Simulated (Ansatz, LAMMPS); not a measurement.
# Amorphous Al2O3 at 3.05 g/cm^3 (90 atoms): relaxation and levels of theory

Which bonds does the relaxation leave, and how do the Kohn-Sham gap, forces and pressure change with k-mesh and functional?

Calculated with Ansatz 0.2.0: Kohn-Sham DFT, PBE, PAW (set soft_2), plane waves; cutoff 420 eV, Γ point, fermi-dirac smearing of 0.025 eV.

**The cell**

Density at the start: 3.05 g/cm³. The cell holds 90 atoms: 36 Al and 54 O. Its edges and angles: a = 9.997 Å, b = 9.997 Å, c = 9.997 Å, α = 90.0°, β = 90.0°, γ = 90.0°. 90 atoms (36 Al, 54 O) placed at random at 3.05 g/cm³, melted at 5000 K for 10 ps at fixed volume with the Morse and Coulomb pair potential with partial charges (Pedone, Malavasi, Menziani, Cormack and Segre, J. Phys. Chem. B 110, 11780 (2006)). Quenched from 5000 K to 300 K at 50 K/ps and fixed volume, held 5 ps, then minimised at fixed cell.

The atoms were relaxed with PBE. The walk converged after 6 steps, with a largest force component of 0.0255 eV/Å; it began at an r.m.s. force component of 0.43 eV/Å. The energy fell by 18.5 meV an atom.

The input of the reference single point:

```yaml
crystal:
  lattice:
    - [9.9973, 0.0, 0.0]
    - [0.0, 9.9973, 0.0]
    - [0.0, 0.0, 9.9973]
  atoms:
    - { symbol: Al, position: [0.9421, 0.50092, 0.51976] }
    - { symbol: Al, position: [0.37286, 0.64736, 0.56104] }
    - { symbol: Al, position: [0.47528, 0.49293, 0.07353] }
    - { symbol: Al, position: [0.17003, 0.17759, 0.35059] }
    [... 84 atom lines left out ...]
    - { symbol: O, position: [0.21579, 0.66255, 0.24254] }
    - { symbol: O, position: [0.09082, 0.13516, 0.18952] }
kpoints:
  mp_grid: { grid: [1, 1, 1] }
hamiltonian:
  xc: pbe
scf:
  occupations: { method: fermi_dirac, width: 0.025 }
output:
  forces: true
  stress: true
  populations: true
  dos:
    method: { smearing: { sigma: 0.08 } }
    de: 0.05
    projected: { site_lists: { Al: [Al], O: [O] } }
  eigenvalues: true
  write_density: true
  write_potential: true
  volumetric_format: npy
```

**Bonds after relaxation**

Bonds by pair of elements; cutoffs follow the first minimum of g(r), held within bounds set by covalent radii, and pairs that aren't listed don't count as bonded:

| pair A-B | cutoff (Å) | bonds | mean length (Å) | spread (Å) | shortest (Å) | B about A | A about B |
| --- | --- | --- | --- | --- | --- | --- | --- |
| O-Al | 2.38 | 162 | 1.84 | 0.09 | 1.69 | 3 | 4.5 |

How many atoms have how many bonded neighbours:

| element | mean | 2 | 3 | 4 | 5 | 6 |
| --- | --- | --- | --- | --- | --- | --- |
| Al | 4.5 | 0 | 0 | 21 | 12 | 3 |
| O | 3 | 6 | 42 | 6 | 0 | 0 |

**Beside experiment**

Measured values to set the calculation against. The mean number of oxygen atoms around aluminium in anodized alumina glass was determined from the peak areas of a solid-state aluminium NMR spectrum (“Structure of alumina glass”, 2022, PMC8752723): number of O about Al 4.73.

Against the measurements quoted at the start:

| quantity | measured | this cell | difference | method of the measurement |
| --- | --- | --- | --- | --- |
| number of O about Al | 4.73 | 4.5 | -4.9 % | 27Al MAS NMR |

The cell differs from the measured neighbour counts by up to 4.9 %. The network comes from the model that made the cell; in DFT 0 of its 160 bonded pairs passed out of the cutoffs and 2 came within them. Our coordination numbers hang on a cutoff, and experiments count neighbours in their own ways.

**Levels of theory**

Single points at the relaxed geometry:

```
functional  k-mesh  Kohn-Sham gap (eV)  pressure (GPa)  r.m.s. force component (eV/Å)  SCF cycles     time
       PBE   1×1×1               3.518           -0.14                          0.007           9     15 s
       PBE   2×2×2               3.520           -0.10                          0.010           9  2.1 min
     HSE06   1×1×1               5.209           -5.86                          0.091          14  2.8 min
    r2SCAN   1×1×1               4.151           -5.57                          0.071           9     37 s
    PBEsol   1×1×1               3.409           -3.81                          0.030           9     13 s
```

The gap is that between the highest filled and lowest empty Kohn-Sham level on the run's k-points. Cutoffs: 420 eV for PBE, HSE06 and PBEsol; 500 eV for r2SCAN. Times come from shared hosts and are rough.

**Findings**

By these cutoffs 58 % of Al atoms have 4 and 78 % of O atoms have 3 neighbours. The Kohn-Sham gap is 3.52 eV with PBE on the 1×1×1 mesh and 3.52 eV on 2×2×2. On the 1×1×1 mesh HSE06 changes the gap by +1.69 eV against PBE. Carrying that shift over to the 2×2×2 mesh gives 3.52 + 1.69 = 5.21 eV, an estimate that takes the shift to be alike at all k-points. On the reference's mesh the gap changes with r2SCAN by +0.63 eV and PBEsol by -0.11 eV. Against the reference the pressure changes with HSE06 by -5.7 GPa, r2SCAN by -5.4 GPa and PBEsol by -3.7 GPa; a negative change means a smaller volume than PBE would take. The denser mesh moves the energy by -2.3 meV/atom and the pressure by +0.03 GPa.

Limits: All single points share the geometry relaxed with PBE. The density was set when the cell was made, as one point of a scan, and needn't be that of the real material. One sample; tail or defect levels can set the gap of a disordered cell. The quench rate of 50 K/ps is many orders above laboratory rates, so the cell is likely richer in defects and strain than a real sample. The network of bonds at the start is that of the classical potential that made the cell, and needn't be the one that DFT or experiment would give. In some runs the program notes that the exchange threshold is loose for the stress and the SCF threshold is loose for the stress.

[Logs are printed without paths, hosts, clocks, repeated set-up lines and the standing remarks that a program may print on its own settings, such as how far it seeks lower states.]

[Hosts, paths, dates, database ids (printed as entryN), source tags and the programs' standing remarks are cut or masked in the printed files.]
